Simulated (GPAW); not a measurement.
# TiZn15Se16 (ZnSe32 Ti1): moments or none

Aim: find out whether TiZn15Se16 (ZnSe32 Ti1) carries moments when they start parallel, and what they gain.

Calculated with GPAW 26.7.0; PBE; plane waves with GPAW's PAW setups, scalar-relativistic.

**1. The starting structure**

The structure is tetragonal, space group P-42m (No. 111). Conventional cell: a = 11.336 Å, b = 11.336 Å, c = 5.668 Å, α = 90.00°, β = 90.00°, γ = 90.00°. Nearest to Ti lie 4 Se at 2.45 Å. Nearest to Se lie 1 Ti at 2.45 Å and 3 Zn at 2.45 Å. Nearest to Zn lie 4 Se at 2.45 Å. Nearest to Se lie 4 Zn at 2.45 Å. Nearest to Se lie 4 Zn at 2.45 Å. substitutional dopants on the host's lattice, its constants typed without a cited source, atoms not relaxed. Farther neighbours and most contacts between anions are not listed.

The cell is a made-up one and need not be a known phase.

**2. Run 1 (ferro +)**

Parallel moments need no larger cell; this start tests for a ferromagnetic state only.

order1.py reads:

```python
import json
import numpy as np
from ase import Atoms
from ase.parallel import paropen, parprint
from gpaw import GPAW

atoms = Atoms(['Ti', 'Se', 'Zn', 'Se', 'Zn', 'Se', 'Zn', 'Se', 'Zn', 'Se', 'Zn', 'Se', 'Zn', 'Se', 'Zn', 'Se', 'Zn', 'Se', 'Zn', 'Se', 'Zn', 'Se', 'Zn', 'Se', 'Zn', 'Se', 'Zn', 'Se', 'Zn', 'Se', 'Zn', 'Se'],
    cell=[[11.336, 0.0, 0.0],
         [0.0, 11.336, 0.0],
         [0.0, 0.0, 5.668]],
    scaled_positions=[[0.0, 0.0, 0.0],
         [0.125, 0.125, 0.25],
         [0.0, 0.25, 0.5],
         [0.125, 0.375, 0.75],
         [0.25, 0.0, 0.5],
         [0.375, 0.125, 0.75],
         [0.25, 0.25, 0.0],
         [0.375, 0.375, 0.25],
         [0.0, 0.5, 0.0],
         [0.125, 0.625, 0.25],
         [0.0, 0.75, 0.5],
         [0.125, 0.875, 0.75],
         [0.25, 0.5, 0.5],
         [0.375, 0.625, 0.75],
         [0.25, 0.75, 0.0],
         [0.375, 0.875, 0.25],
         [0.5, 0.0, 0.0],
         [0.625, 0.125, 0.25],
         [0.5, 0.25, 0.5],
         [0.625, 0.375, 0.75],
         [0.75, 0.0, 0.5],
         [0.875, 0.125, 0.75],
         [0.75, 0.25, 0.0],
         [0.875, 0.375, 0.25],
         [0.5, 0.5, 0.0],
         [0.625, 0.625, 0.25],
         [0.5, 0.75, 0.5],
         [0.625, 0.875, 0.75],
         [0.75, 0.5, 0.5],
         [0.875, 0.625, 0.75],
         [0.75, 0.75, 0.0],
         [0.875, 0.875, 0.25]],
    pbc=True,
    magmoms=[1.0, 0.0, 0.0, 0.0, 0.0, 0.0, 0.0, 0.0, 0.0, 0.0, 0.0, 0.0, 0.0, 0.0, 0.0, 0.0, 0.0, 0.0, 0.0, 0.0, 0.0, 0.0, 0.0, 0.0, 0.0, 0.0, 0.0, 0.0, 0.0, 0.0, 0.0, 0.0])
atoms.calc = GPAW(mode={'name': 'pw', 'ecut': 450},
    xc='PBE',
    kpts={'size': (3, 3, 5), 'gamma': True},
    occupations={'name': 'fermi-dirac', 'width': 0.05},
    convergence={'density': 1e-05, 'energy': 1e-05},
    maxiter=200,
    mixer={'name': 'pulay', 'beta': 0.05, 'nmaxold': 6, 'weight': 50},
    symmetry={'tolerance': 1e-4},
    txt='order1.txt')
e = atoms.get_potential_energy(force_consistent=True)
res = {'free_energy': e, 'energy_sigma0': atoms.get_potential_energy(), 'fermi_energy': atoms.calc.get_fermi_level()}
res['moments'] = atoms.get_magnetic_moments().tolist()
res['total'] = atoms.get_magnetic_moment()
parprint('site moments (muB):', np.round(res['moments'], 3))
parprint(f"total moment: {res['total']:.3f} muB")
parprint(f'free energy: {e:.6f} eV')
atoms.calc.write('order1.gpw')
with paropen('results.json', 'w') as f:
    json.dump(res, f)
```

Launch:

```sh
> OMP_NUM_THREADS=1 mpirun -n 4 gpaw python order1.py > order1.log
```

Numbers of over 12 decimals in the logs are rounded to 6 here.

Output:

```text
site moments (muB): [ 1.192e+00 -1.400e-02  1.900e-02  2.000e-03  1.900e-02  2.000e-03
  1.000e-02  1.000e-03  2.000e-03  2.000e-03  1.900e-02 -1.400e-02
  1.000e-03  1.000e-03  1.000e-02  2.000e-03  2.000e-03  2.000e-03
  1.000e-03  1.000e-03  1.900e-02 -1.400e-02  1.000e-02  2.000e-03
  2.000e-03  1.000e-03  1.000e-03  2.000e-03  1.000e-03  2.000e-03
  1.000e-02 -1.400e-02]
total moment: 1.951 muB
free energy: -102.034539 eV

--- order1.txt ---
Input parameters:
  mode=PW(ecut=450),
  convergence={'density': 1e-05, 'energy': 1e-05},
  kpts=MonkhorstPack(size=(3, 3, 5), gamma=True),
  maxiter=200,
  mixer=Pulay(name='pulay', nmaxold=6, beta=0.05, weight=50, sigma=0.015, g_ss=None),
  occupations=Occupations(name='fermi-dirac', width=0.05),
  symmetry=Symmetry(tolerance=0.0001),
  xc=XC(name='PBE')

Diagonalizing LCAO Hamiltonian
Converting LCAO to pw mode
        .---------------------------.
       /|                           |
      / |                           |
     /  |  Se            Se         |
    /   |       Se            Se    |
   /  Zn|           Zn              |
  /    Se         Se Se         Se  |
 *      .--Zn-------------Zn--------.
 |     / Se Se         Se Se       /
 | Zn /      Zn  Zn        Zn     /
 |   Zn Zn    Se   Zn Zn    Se   /
 |  /Se            Se           /
 | /      Zn            Zn     /
 |/                           /
 Ti------------Zn------------*

Atoms  # Å, Bohr magnetons
|    | symbol |        x |        y |        z |    initial magnetic moments |
|----|--------|----------|----------|----------|-----------------------------|
|  0 |     Ti | 0.000000 | 0.000000 | 0.000000 | ( 0.0000,  0.0000,  1.0000) |
|  1 |     Se | 1.417000 | 1.417000 | 1.417000 | ( 0.0000,  0.0000,  0.0000) |
|  2 |     Zn | 0.000000 | 2.834000 | 2.834000 | ( 0.0000,  0.0000,  0.0000) |
|  3 |     Se | 1.417000 | 4.251000 | 4.251000 | ( 0.0000,  0.0000,  0.0000) |
|  4 |     Zn | 2.834000 | 0.000000 | 2.834000 | ( 0.0000,  0.0000,  0.0000) |
|  5 |     Se | 4.251000 | 1.417000 | 4.251000 | ( 0.0000,  0.0000,  0.0000) |
|  6 |     Zn | 2.834000 | 2.834000 | 0.000000 | ( 0.0000,  0.0000,  0.0000) |
|  7 |     Se | 4.251000 | 4.251000 | 1.417000 | ( 0.0000,  0.0000,  0.0000) |
|  8 |     Zn | 0.000000 | 5.668000 | 0.000000 | ( 0.0000,  0.0000,  0.0000) |
|  9 |     Se | 1.417000 | 7.085000 | 1.417000 | ( 0.0000,  0.0000,  0.0000) |
| 10 |     Zn | 0.000000 | 8.502000 | 2.834000 | ( 0.0000,  0.0000,  0.0000) |
| 11 |     Se | 1.417000 | 9.919000 | 4.251000 | ( 0.0000,  0.0000,  0.0000) |
| 12 |     Zn | 2.834000 | 5.668000 | 2.834000 | ( 0.0000,  0.0000,  0.0000) |
| 13 |     Se | 4.251000 | 7.085000 | 4.251000 | ( 0.0000,  0.0000,  0.0000) |
| 14 |     Zn | 2.834000 | 8.502000 | 0.000000 | ( 0.0000,  0.0000,  0.0000) |
| 15 |     Se | 4.251000 | 9.919000 | 1.417000 | ( 0.0000,  0.0000,  0.0000) |
| 16 |     Zn | 5.668000 | 0.000000 | 0.000000 | ( 0.0000,  0.0000,  0.0000) |
| 17 |     Se | 7.085000 | 1.417000 | 1.417000 | ( 0.0000,  0.0000,  0.0000) |
| 18 |     Zn | 5.668000 | 2.834000 | 2.834000 | ( 0.0000,  0.0000,  0.0000) |
| 19 |     Se | 7.085000 | 4.251000 | 4.251000 | ( 0.0000,  0.0000,  0.0000) |
| 20 |     Zn | 8.502000 | 0.000000 | 2.834000 | ( 0.0000,  0.0000,  0.0000) |
| 21 |     Se | 9.919000 | 1.417000 | 4.251000 | ( 0.0000,  0.0000,  0.0000) |
| 22 |     Zn | 8.502000 | 2.834000 | 0.000000 | ( 0.0000,  0.0000,  0.0000) |
| 23 |     Se | 9.919000 | 4.251000 | 1.417000 | ( 0.0000,  0.0000,  0.0000) |
| 24 |     Zn | 5.668000 | 5.668000 | 0.000000 | ( 0.0000,  0.0000,  0.0000) |
| 25 |     Se | 7.085000 | 7.085000 | 1.417000 | ( 0.0000,  0.0000,  0.0000) |
| 26 |     Zn | 5.668000 | 8.502000 | 2.834000 | ( 0.0000,  0.0000,  0.0000) |
| 27 |     Se | 7.085000 | 9.919000 | 4.251000 | ( 0.0000,  0.0000,  0.0000) |
| 28 |     Zn | 8.502000 | 5.668000 | 2.834000 | ( 0.0000,  0.0000,  0.0000) |
| 29 |     Se | 9.919000 | 7.085000 | 4.251000 | ( 0.0000,  0.0000,  0.0000) |
| 30 |     Zn | 8.502000 | 8.502000 | 0.000000 | ( 0.0000,  0.0000,  0.0000) |
| 31 |     Se | 9.919000 | 9.919000 | 1.417000 | ( 0.0000,  0.0000,  0.0000) |

Unit cell  # Å
| periodic |         x |         y |        z |   lengths |    angles |
|----------|-----------|-----------|----------|-----------|-----------|
|      yes | 11.336000 |  0.000000 | 0.000000 | 11.336000 | 90.000000 |
|      yes |  0.000000 | 11.336000 | 0.000000 | 11.336000 | 90.000000 |
|      yes |  0.000000 |  0.000000 | 5.668000 |  5.668000 | 90.000000 |

Number of symmetries: 8

BZ-sampling:
  Number of BZ points: 45
  Number of IBZ points: 9

  Monkhorst-Pack size: [3, 3, 5]
  Monkhorst-Pack shift: [0, 0, 0]

K-points  # in reciprocal-cell coordinates
|   |                                coordinates |     weight |
|---|--------------------------------------------|------------|
| 0 | (  0.00000000,   0.00000000,   0.00000000) | 0.02222222 |
| 1 | (  0.00000000,   0.00000000,   0.20000000) | 0.04444444 |
| 2 | (  0.00000000,   0.00000000,   0.40000000) | 0.04444444 |
| 3 | (  0.33333333,   0.00000000,   0.00000000) | 0.08888889 |
| 4 | (  0.33333333,   0.00000000,   0.20000000) | 0.17777778 |
| 5 | (  0.33333333,   0.00000000,   0.40000000) | 0.17777778 |
| 6 | (  0.33333333,   0.33333333,   0.00000000) | 0.08888889 |
| 7 | (  0.33333333,   0.33333333,   0.20000000) | 0.17777778 |
| 8 | (  0.33333333,   0.33333333,   0.40000000) | 0.17777778 |

Plane wave coefficients: 15823
Cutoff: 450.000000 eV

Spin-components: 2 (collinear spins)
Bands:           178
Projectors:      176
Spin-degeneracy: 1
Datatype:        complex128

Parallelization:
  kpt:    4
  domain: 1
  band:   1

Density:
  Valence electrons: 288.0
  Components: 2
  Grid points: [56 56 28]
  Charge: 0.0  # |e|

Potential:
  Grid points: [56 56 28]

species:
  Ti:
    name:    Titanium
    Z:       22.0
    valence: 12
    core:    10
    charge:  0.0  # [|e|]
    compensation charges:
      type: gauss
      rc: 0.38  # [Å]
      lmax: 2
    cutoffs:
      filter: 2.23  # [Å]
      core: 1.02  # [Å]
    projectors
    | kind |    occ | energy [eV] | rcut [Å] |
    |------|--------|-------------|----------|
    |   3s |  2.000 |     -62.623 |    1.270 |
    |   4s |  2.000 |      -4.466 |    1.270 |
    |   3p |  6.000 |     -38.862 |    1.058 |
    |   4p |  0.000 |      -1.466 |    1.058 |
    |   3d |  2.000 |      -4.258 |    1.058 |
    |    d |        |      22.953 |    1.058 |

    Using partial waves for Ti as LCAO basis

  Se:
    name:    Selenium
    Z:       34.0
    valence: 6
    core:    28
    charge:  0.0  # [|e|]
    compensation charges:
      type: gauss
      rc: 0.27  # [Å]
      lmax: 2
    cutoffs:
      filter: 1.77  # [Å]
      core: 2.67  # [Å]
    projectors
    | kind |    occ | energy [eV] | rcut [Å] |
    |------|--------|-------------|----------|
    |   4s |  2.000 |     -17.277 |    0.847 |
    |   4p |  4.000 |      -6.512 |    1.005 |
    |    s |        |       9.935 |    0.847 |
    |    p |        |      20.699 |    1.005 |
    |    d |        |       0.000 |    0.847 |

    Using partial waves for Se as LCAO basis

  Zn:
    name:    Zinc
    Z:       30.0
    valence: 12
    core:    18
    charge:  0.0  # [|e|]
    compensation charges:
      type: gauss
      rc: 0.37  # [Å]
      lmax: 2
    cutoffs:
      filter: 2.14  # [Å]
      core: 2.28  # [Å]
    projectors
    | kind |    occ | energy [eV] | rcut [Å] |
    |------|--------|-------------|----------|
    |   4s |  2.000 |      -5.977 |    1.286 |
    |   4p |  0.000 |      -1.117 |    1.270 |
    |   3d | 10.000 |     -10.142 |    1.180 |
    |    s |        |      21.234 |    1.286 |
    |    p |        |      26.095 |    1.270 |
    |    d |        |      17.070 |    1.180 |

    Using partial waves for Zn as LCAO basis

Reference energy: -1813800.428165  # eV

eigensolver:
  PPCG
  Converge bands: occupied
  niter=2

density mixing:
  Pulay-Mixer
  Linear mixing parameters: 0.05
  Old densities: 6
  Fourier metric: weight=50, sigma=0.015

occupation numbers:
  Fermi-Dirac:
    width: 0.0500  # eV

poisson solver:
  ecut: 3600.000000  # eV

xc functional:
  name: PBE with 2 nearest neighbor stencil

convergence criteria:
- Maximum integral of absolute [dens]ity change: 1e-05 electrons / valence electron
- Maximum [total energy] change in last 3 cyles: 1e-05 eV / valence electron
- Maximum integral of absolute [eigenst]ate change: 4e-08 eV^2 / valence electron
maximum number of iterations: 200

SCF iterations
|iter     |      energy | eigst |  dens |  magmom |
|---------|-------------|-------|-------|---------|
|iter:   1|       0s | -105.755257 | +1.15 |       |  +0.9998|
|iter:   2|      22s | -104.892142 | +0.07 | -1.18 |  +1.0486|
|iter:   3|      45s | -102.754017 | -0.38 | -1.24 |  +1.2065|
|iter:   4|      68s | -102.772307 | -0.94 | -1.38 |  +1.2078|
|iter:   5|      91s | -101.907502 | -0.53 | -1.39 |  +1.4427|
|iter:   6|     113s | -101.965250 | -1.14 | -1.62 |  +1.4988|
|iter:   7|     136s | -102.005185 | -1.52 | -1.68 |  +1.7236|
|iter:   8|     158s | -102.020050 | -2.08 | -2.02 |  +1.7700|
|iter:   9|     181s | -102.021856 | -2.09 | -2.12 |  +1.8463|
|iter:  10|     204s | -102.026059 | -2.50 | -2.45 |  +1.8779|
|iter:  11|     226s | -102.026395 | -2.93 | -2.67 |  +1.9037|
|iter:  12|     249s | -102.027112c| -3.12 | -2.91 |  +1.9210|
|iter:  13|     271s | -102.027126c| -3.73 | -3.17 |  +1.9214|
|iter:  14|     294s | -102.027488c| -3.84 | -3.20 |  +1.9300|
|iter:  15|     317s | -102.028017c| -3.94 | -3.36 |  +1.9396|
|iter:  16|     339s | -102.028172c| -4.32 | -3.51 |  +1.9447|
|iter:  17|     362s | -102.028225c| -4.66 | -3.60 |  +1.9464|
|iter:  18|     384s | -102.028339c| -4.70 | -3.66 |  +1.9498|
|iter:  19|     408s | -102.028323c| -5.27 | -4.08 |  +1.9483|
|iter:  20|     430s | -102.028347c| -5.50 | -4.08 |  +1.9490|
|iter:  21|     453s | -102.028368c| -5.71 | -4.20 |  +1.9498|
|iter:  22|     476s | -102.028382c| -5.85 | -4.34 |  +1.9507|
|iter:  23|     499s | -102.028382c| -6.32 | -4.54 |  +1.9506|
|iter:  24|     522s | -102.028389c| -6.41 | -4.58 |  +1.9508|
|iter:  25|     544s | -102.028392c| -6.88 | -4.68 |  +1.9509|
|iter:  26|     567s | -102.028399c| -6.67 | -4.74 |  +1.9512|
|iter:  27|     589s | -102.028400c| -7.23 | -5.01c|  +1.9511|
|iter:  28|     601s | -102.028399c| -8.03c| -5.14c|  +1.9510|

Converged in 28 steps
Energy contributions relative to reference atoms: (reference = -1813800.428165)

Energy contributions:
  Kinetic:         228.989024
  Coulomb:        -194.365974
  Zero:             -1.192314
  External:          0.000000
  Xc:             -135.452995
  Entropy:          -0.012280
  Spinorbit:         0.000000
  ----------------------------
  Free energy:    -102.034539
  Extrapolated:   -102.028399

dipole moment: (-100.171410, -100.171410, -93.053705)  # |e|*Ang

Total magnetic moment: (0.000000, 0.000000, 1.951016)

Local magnetic moments
|        x |        y |         z |
|----------|----------|-----------|
| 0.000000 | 0.000000 |  1.191863 |  # Ti   0
| 0.000000 | 0.000000 | -0.013681 |  # Se   1
| 0.000000 | 0.000000 |  0.019133 |  # Zn   2
| 0.000000 | 0.000000 |  0.002037 |  # Se   3
| 0.000000 | 0.000000 |  0.019133 |  # Zn   4
| 0.000000 | 0.000000 |  0.002037 |  # Se   5
| 0.000000 | 0.000000 |  0.010417 |  # Zn   6
| 0.000000 | 0.000000 |  0.000894 |  # Se   7
| 0.000000 | 0.000000 |  0.001558 |  # Zn   8
| 0.000000 | 0.000000 |  0.002037 |  # Se   9
| 0.000000 | 0.000000 |  0.019133 |  # Zn  10
| 0.000000 | 0.000000 | -0.013681 |  # Se  11
| 0.000000 | 0.000000 |  0.000841 |  # Zn  12
| 0.000000 | 0.000000 |  0.000894 |  # Se  13
| 0.000000 | 0.000000 |  0.010417 |  # Zn  14
| 0.000000 | 0.000000 |  0.002037 |  # Se  15
[...]
| 0.000000 | 0.000000 |  0.010417 |  # Zn  22
| 0.000000 | 0.000000 |  0.002037 |  # Se  23
| 0.000000 | 0.000000 |  0.001635 |  # Zn  24
| 0.000000 | 0.000000 |  0.000894 |  # Se  25
| 0.000000 | 0.000000 |  0.000841 |  # Zn  26
| 0.000000 | 0.000000 |  0.002037 |  # Se  27
| 0.000000 | 0.000000 |  0.000841 |  # Zn  28
| 0.000000 | 0.000000 |  0.002037 |  # Se  29
| 0.000000 | 0.000000 |  0.010417 |  # Zn  30
| 0.000000 | 0.000000 | -0.013681 |  # Se  31

Fermi level: 5.873
Eigenvalues  # (at kpt = [0.000, 0.000, 0.000])
| band index |      eig [eV] | occ [0-1] |      eig [eV] | occ [0-1] |
|------------|---------------|-----------|---------------|-----------|
|          0 |       -51.679 |     1.000 |       -50.412 |     1.000 |
|        ... |               |           |               |           |
|        137 |         2.972 |     1.000 |         2.990 |     1.000 |
|        138 |         2.972 |     1.000 |         2.990 |     1.000 |
|        139 |         3.036 |     1.000 |         3.041 |     1.000 |
|        140 |         3.779 |     1.000 |         3.805 |     1.000 |
|        141 |         3.792 |     1.000 |         3.815 |     1.000 |
|        142 |         3.792 |     1.000 |         3.815 |     1.000 |
|        143 |         5.337 |     1.000 |         5.368 |     1.000 |
|        144 |         5.429 |     1.000 |         6.604 |     0.000 |
|        145 |         5.487 |     1.000 |         6.651 |     0.000 |
|        146 |         6.387 |     0.000 |         6.695 |     0.000 |
|        147 |         6.499 |     0.000 |         6.719 |     0.000 |
|        148 |         6.499 |     0.000 |         6.719 |     0.000 |
|        149 |         7.339 |     0.000 |         7.549 |     0.000 |
|        150 |         7.418 |     0.000 |         7.549 |     0.000 |
|        151 |         7.418 |     0.000 |         7.647 |     0.000 |
|        152 |         7.542 |     0.000 |         7.647 |     0.000 |
|        ... |               |           |               |           |
|        177 |        10.592 |     0.000 |        10.629 |     0.000 |

No gap
No difference between direct/indirect transitions
```

Wall time 11 min (4 MPI ranks of AMD EPYC 7B13 (Zen 3), shared host); peak memory 2.9 GiB; 43 min of CPU time.

Spin moment in the augmentation sphere by element, in μB:

| element | atoms | mean | spread (r.m.s.) | least | largest |
| --- | --- | --- | --- | --- | --- |
| Ti | 1 | 1.19 | 0.00 | 1.19 | 1.19 |
| Se | 16 | 0.00 | 0.01 | -0.01 | 0.00 |
| Zn | 15 | 0.01 | 0.01 | 0.00 | 0.02 |

The atoms farthest from the mean of their element:

| atom | x, y, z (Å) | spin moment in the augmentation sphere (μB) |
| --- | --- | --- |
| Se2 | 1.42, 1.42, 1.42 | -0.01 |
| Se12 | 1.42, 9.92, 4.25 | -0.01 |
| Se32 | 9.92, 9.92, 1.42 | -0.01 |
| Se22 | 9.92, 1.42, 4.25 | -0.01 |
| Zn11 | 0.00, 8.50, 2.83 | 0.02 |
| Zn21 | 8.50, 0.00, 2.83 | 0.02 |
| Zn5 | 2.83, 0.00, 2.83 | 0.02 |
| Zn3 | 0.00, 2.83, 2.83 | 0.02 |

Read from the output:

```
magnetization : 1.951 μB
final state   : ferromagnetic
```

After 28 cycles the largest moment stands at 1.19 μB.

(Part 1 of 2 ends here.)

[Logs and program files are shortened in this print: banners, set-up blocks, solver, clock and traceback lines can be left out without a mark of their own.]

[Logs are printed without paths, hosts, clocks, repeated set-up lines and the standing remarks that a program may print on its own settings, such as how far it seeks lower states.]

[Hosts, paths, dates, database ids (printed as entryN), source tags and the programs' standing remarks are cut or masked in the printed files.]

[Where a cell is said to come from a database of computed structures, the database is the Materials Project.]
